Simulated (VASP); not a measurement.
# Bi in VASP: reference runs

Aim: a first look at Bi with PBE, on the cell as given.

Everything below comes from runs of VASP 6.6.1. Logs are shortened: lines on timing, memory, paths and dates and some standing lists are left out, and cuts for length are marked.

## 1. The cell of the first run

The cell holds a slab with vacuum, 3 atoms: a = 4.539 Å, b = 4.539 Å, c = 26.829 Å, α = 90.00°, β = 90.00°, γ = 120.00°.

The slab is cut from a database's or a generator's crystal, which needn't be the stable form of the element.

## 2. Single point, PBE (the (0 0 1) slab of Bi, cut from the database cell, not relaxed)

Input file INCAR:

```
PREC = Accurate
ENCUT = 520
EDIFF = 1E-7
ISMEAR = -1
SIGMA = 0.05
LREAL = F
LASPH = T
NELM = 80
ALGO = Normal
ISIF = 2
LWAVE = F
LCHARG = F
LDIPOL = T
IDIPOL = 3
DIPOL = 0.5 0.5 0.500
GGA = PE
NBANDS = 30
```

Input file KPOINTS:

```
Automatic mesh
0
Gamma
  7 7 1
```

Input file POSCAR:

```
Bi
1.0
    4.5390002997      0.0000000000      0.0000000000
   -2.2695001498      3.9308895674      0.0000000000
    0.0000000000      0.0000000000     26.8290000000
Bi
3
Direct
    0.3333333333      0.6666666666      0.2795482500
    0.6666666667      0.3333333334      0.5000000000
    0.3333333333      0.6666666666      0.7204517500
```

Potentials or basis: VASP PAW PBE potentials, release 64 (Bi_d).

Started as:

```sh
$ cat potpaw_PBE.64/Bi_d/POTCAR > POTCAR
$ mpirun -np 1 vasp_std > vasp.out
```

OUTCAR:

```text
PREC = Accurate
   ENCUT = 520
   EDIFF = 1E-7
   ISMEAR = -1
   LREAL = F
   LASPH = T
   NELM = 80
   ISIF = 2
   GGA = PE

 ion  position               nearest neighbor table
   1  0.333  0.667  0.280-
   2  0.667  0.333  0.500-
   3  0.333  0.667  0.720-

  LATTYP: Found a hexagonal cell.
 ALAT       =     4.5390002997
 C/A-ratio  =     5.9107729078

  Lattice vectors:

 A1 = (   4.5390002997,   0.0000000000,   0.0000000000)
 A2 = (  -2.2695001498,   3.9308895674,   0.0000000000)
 A3 = (   0.0000000000,   0.0000000000,  26.8290000000)

Analysis of symmetry for initial positions (statically):
=====================================================================
 Subroutine PRICEL returns:
 Original cell was already a primitive cell.

 Routine SETGRP: Setting up the symmetry group for a
 hexagonal supercell.

 Subroutine GETGRP returns: Found 12 space group operations
 (whereof 12 operations were pure point group operations)
 out of a pool of 24 trial point group operations.

The static configuration has the point symmetry D_3h.

Analysis of symmetry for dynamics (positions and initial velocities):
=====================================================================
 Subroutine PRICEL returns:
 Original cell was already a primitive cell.

 Routine SETGRP: Setting up the symmetry group for a
 hexagonal supercell.

 Subroutine GETGRP returns: Found 12 space group operations
 (whereof 12 operations were pure point group operations)
 out of a pool of 24 trial point group operations.

The dynamic configuration has the point symmetry D_3h.

 Subroutine INISYM returns: Found 12 space group operations
 (whereof 12 operations are pure point group operations),
 and found     1 'primitive' translations

----------------------------------------------------------------------------------------

                                     Primitive cell

  volume of cell :     478.6913

  direct lattice vectors                    reciprocal lattice vectors
     4.539000300  0.000000000  0.000000000     0.220312830  0.127197672  0.000000000
    -2.269500150  3.930889567  0.000000000     0.000000000  0.254395343  0.000000000
     0.000000000  0.000000000 26.829000000     0.000000000  0.000000000  0.037273100

  length of vectors
     4.539000300  4.539000300 26.829000000     0.254395343  0.254395343  0.037273100

  position of ions in fractional coordinates (direct lattice)
     0.333333333  0.666666667  0.279548250
     0.666666667  0.333333333  0.500000000
     0.333333333  0.666666667  0.720451750

  ion indices of the primitive-cell ions
   primitive index   ion index
                 1           1
                 2           2
                 3           3

----------------------------------------------------------------------------------------

 KPOINTS: Automatic mesh

Automatic generation of k-mesh.
 Grid dimensions read from file:
 generate k-points for:    7    7    1

 Generating k-lattice:

  Cartesian coordinates                     Fractional coordinates (reciprocal lattice)
     0.031473261  0.018171096  0.000000000     0.142857143 -0.000000000  0.000000000
     0.000000000  0.036342192  0.000000000     0.000000000  0.142857143  0.000000000
     0.000000000  0.000000000  0.037273100     0.000000000  0.000000000  1.000000000

  Length of vectors
     0.036342192  0.036342192  0.037273100

  Shift w.r.t. Gamma in fractional coordinates (k-lattice)
     0.000000000  0.000000000  0.000000000

 Subroutine IBZKPT returns following result:
 ===========================================

 Found      8 irreducible k-points:

 Following reciprocal coordinates:
            Coordinates               Weight
  0.000000  0.000000  0.000000      1.000000
  0.142857 -0.000000  0.000000      6.000000
  0.285714 -0.000000  0.000000      6.000000
  0.428571 -0.000000  0.000000      6.000000
  0.142857  0.142857  0.000000      6.000000
  0.285714  0.142857  0.000000     12.000000
  0.428571  0.142857  0.000000      6.000000
  0.285714  0.285714  0.000000      6.000000
   k-points           NKPTS =      8   k-points in BZ     NKDIM =      8   number of bands    NBANDS=     30
   number of dos      NEDOS =    301   number of ions     NIONS =      3
   total plane-waves  NPLWV = 259200
   dimension x,y,z NGX =    36 NGY =   36 NGZ =  200
   dimension x,y,z NGXF=    72 NGYF=   72 NGZF=  400
   ions per type =               3
   NGX,Y,Z   is equivalent  to a cutoff of  13.19, 13.19, 12.39 a.u.
   NGXF,Y,Z  is equivalent  to a cutoff of  26.37, 26.37, 24.79 a.u.
 SYSTEM =  unknown system
   PREC   = accura    normal or accurate (medium, high low for compatibility)
   ISTART =      0    job   : 0-new  1-cont  2-samecut
   ICHARG =      2    charge: 1-file 2-atom 10-const
   ISPIN  =      1    spin polarized calculation?
   LNONCOLLINEAR =      F non collinear calculations
   LSORBIT =      F    spin-orbit coupling
   LASPH  =      T    aspherical Exc in radial PAW
   ENCUT  =  520.0 eV  38.22 Ry    6.18 a.u.   8.44  8.44 49.88*2*pi/ulx,y,z
   NELM   =     80;   NELMIN=  2; NELMDL= -5     # of ELM steps
   EDIFF  = 0.1E-06   stopping-criterion for ELM
   LREAL  =      F    real-space projection
   EDIFFG = 0.1E-05   stopping-criterion for IOM
   NSW    =      0    number of steps for IOM
   IBRION =     -1    ionic relax: 0-MD 1-quasi-New 2-CG
   NFREE  =      0    steps in history (QN), initial steepest desc. (CG)
   ISIF   =      2    stress and relaxation
   ISYM   =      2    0-nonsym 1-usesym 2-fastsym
   POTIM  = 0.5000    time-step for ionic-motion
   TEBEG  =    0.0;   TEEND  =   0.0 temperature during run
   PSTRESS=    0.0 pullay stress
   NELECT =      45.0000    total number of electrons
   NUPDOWN=      -1.0000    fix difference up-down
   EMIN   =  10.00;   EMAX   =-10.00  energy-range for DOS
   EFERMI =   0.00;   METHOD = LEGACY
   ISMEAR =    -1;   SIGMA  =   0.05  broadening in eV -4-tet -1-fermi 0-gaus
   EFERMI_NEDOS =   21; number of points for ismear=-14 and -15
   IALGO  =     38    algorithm
   IMIX   =      4    mixing-type and parameters
     AMIX     =   0.40;   BMIX     =  1.00
     AMIX_MAG =   1.60;   BMIX_MAG =  1.00
  volume/ion in A,a.u.               =     159.56      1076.79
  Fermi-wavevector in a.u.,A,eV,Ry     =   0.744379  1.406671  7.538979  0.554099
  Thomas-Fermi vector in A             =   1.839716
   LORBIT       =      0    0 simple, 1 ext, 2 COOP (PROOUT), +10 PAW based schemes
   GGA     = PE    functional components
   LHFCALC =     F    Hartree Fock is set to
   AEXX    =    0.0000 exact exchange contribution
   IVDW    =     0    specifies the selected vdW correction
   LEPSILON=     F    determine dielectric tensor
   LRPA    =     F    only Hartree local field effects (RPA)
 non-spin polarized calculation
  energy-cutoff  :      520.00
  volume of cell :      478.69
 maximum number of plane-waves:     13005
 NGX is ok and might be reduce to    36
   NGX = 17   NGY = 17   NGZ = 99

 number of electron      44.9999995 magnetization

 dipolmoment           0.000000      0.000000      0.000000 electrons x Angstroem

 Free energy of the ion-electron system (eV)
  ---------------------------------------------------
  ext. energy  EPLUGINS =         0.00000000
  ---------------------------------------------------
  free energy    TOTEN  =        -4.89500308 eV

  energy without entropy =       -4.81737623  energy(sigma->0) =       -4.85618965

 E-fermi :  -2.3014     XC(G=0):  -3.7164

 val. band max:       -2.3640259131   @ k =   0.2857  -0.0000   0.0000
 cond. band min:      -2.2885477061   @ k =   0.2857   0.1429   0.0000
 fundamental gap:      0.0754782070
 Fermi energy:        -2.3013994278

 k-point     1 :       0.0000    0.0000    0.0000
  band No.  band energies     occupation
      1     -25.1626      2.00000
      2     -25.1626      2.00000
      3     -25.1586      2.00000
      4     -25.1586      2.00000
      5     -25.1586      2.00000
      6     -25.1586      2.00000
[... 22 lines left out ...]
     29       1.3035      0.00000
     30       1.8133      0.00000

 k-point     2 :       0.1429   -0.0000    0.0000
  band No.  band energies     occupation
      1     -25.1625      2.00000
      2     -25.1612      2.00000
      3     -25.1585      2.00000
      4     -25.1585      2.00000
      5     -25.1572      2.00000
      6     -25.1572      2.00000
[... 22 lines left out ...]
     29       1.7705      0.00000
     30       2.2111      0.00000

 k-point     3 :       0.2857   -0.0000    0.0000
  band No.  band energies     occupation
      1     -25.1626      2.00000
      2     -25.1586      2.00000
      3     -25.1586      2.00000
      4     -25.1582      2.00000
      5     -25.1542      2.00000
      6     -25.1542      2.00000
[... 22 lines left out ...]
     29       2.3450      0.00000
     30       2.6384      0.00000

 k-point     4 :       0.4286   -0.0000    0.0000
  band No.  band energies     occupation
      1     -25.1627      2.00000
      2     -25.1587      2.00000
      3     -25.1587      2.00000
      4     -25.1557      2.00000
      5     -25.1517      2.00000
      6     -25.1517      2.00000
[... 22 lines left out ...]
     29       2.4724      0.00000
     30       2.7439      0.00000

 k-point     5 :       0.1429    0.1429    0.0000
  band No.  band energies     occupation
      1     -25.1622      2.00000
      2     -25.1593      2.00000
      3     -25.1582      2.00000
      4     -25.1582      2.00000
      5     -25.1553      2.00000
      6     -25.1553      2.00000
[... 22 lines left out ...]
     29       2.2502      0.00000
     30       2.5709      0.00000

 k-point     6 :       0.2857    0.1429    0.0000
  band No.  band energies     occupation
      1     -25.1618      2.00000
      2     -25.1577      2.00000
      3     -25.1577      2.00000
      4     -25.1571      2.00000
      5     -25.1531      2.00000
      6     -25.1531      2.00000
[... 22 lines left out ...]
     29       2.7336      0.00000
     30       2.9041      0.00000

 k-point     7 :       0.4286    0.1429    0.0000
  band No.  band energies     occupation
      1     -25.1616      2.00000
      2     -25.1576      2.00000
      3     -25.1576      2.00000
      4     -25.1560      2.00000
      5     -25.1520      2.00000
      6     -25.1520      2.00000
[... 22 lines left out ...]
     29       2.7197      0.00000
     30       3.0393      0.00000

 k-point     8 :       0.2857    0.2857    0.0000
  band No.  band energies     occupation
      1     -25.1598      2.00000
      2     -25.1574      2.00000
      3     -25.1558      2.00000
      4     -25.1557      2.00000
      5     -25.1534      2.00000
      6     -25.1534      2.00000
[... 22 lines left out ...]
     29       3.0412      0.00000
     30       3.2817      0.00000

------------------------ aborting loop because EDIFF is reached ----------------------------------------

 vacuum level on the upper side and lower side of the slab       (xc-potential included)        -0.081        -0.081

  FORCE on cell =-STRESS in cart. coord.  units (eV):
  Direction    XX          YY          ZZ          XY          YZ          ZX
  --------------------------------------------------------------------------------------
  -------------------------------------------------------------------------------------
  Total       -9.4837703     -9.4837703     -0.4237655     -0.0000000     -0.0000000      0.0000000
  in kB      -31.7421302    -31.7421302     -1.4183408     -0.0000000     -0.0000000      0.0000000
  external PRESSURE =     -21.6342004 kB  Pullay stress =       0.0000000 kB

 VOLUME and BASIS-vectors are now :
 -----------------------------------------------------------------------------
  energy-cutoff  :      520.00
  volume of cell :      478.69
      direct lattice vectors                 reciprocal lattice vectors
     4.539000300  0.000000000  0.000000000     0.220312830  0.127197672  0.000000000
    -2.269500150  3.930889567  0.000000000     0.000000000  0.254395343  0.000000000
     0.000000000  0.000000000 26.829000000     0.000000000  0.000000000  0.037273100

 POSITION                                       TOTAL-FORCE (eV/Angst)
 -----------------------------------------------------------------------------------
      0.00000      2.62059      7.50000        -0.000000      0.000000      0.032274
      2.26950      1.31030     13.41450         0.000000     -0.000000      0.000000
      0.00000      2.62059     19.32900         0.000000      0.000000     -0.032274
 -----------------------------------------------------------------------------------
    total drift:                                0.000000      0.000000     -0.000000

  FREE ENERGIE OF THE ION-ELECTRON SYSTEM (eV)
  ---------------------------------------------------
  free  energy   TOTEN  =        -4.8950030763 eV

  energy  without entropy=       -4.8173762266  energy(sigma->0) =       -4.85618965

 vacuum level on the upper side and lower side of the slab         2.404         2.404
```

Run time: 85 s. Hardware: 1 thread of Intel Xeon 6975P-C (Granite Rapids), shared host; peak memory 0.55 GiB.

Results:

- Free energy: -4.8950 eV
- Largest force: 0.032 eV/Å
- Band gap on the k mesh: none (metal or under the smearing width)

Forces in eV/Å, atoms in the order of the input:
```
Bi   0.000  0.000  0.032
Bi   0.000  0.000  0.000
Bi   0.000  0.000 -0.032
```

Caveat: spin-orbit coupling is left out, which moves the levels of the heavy elements.
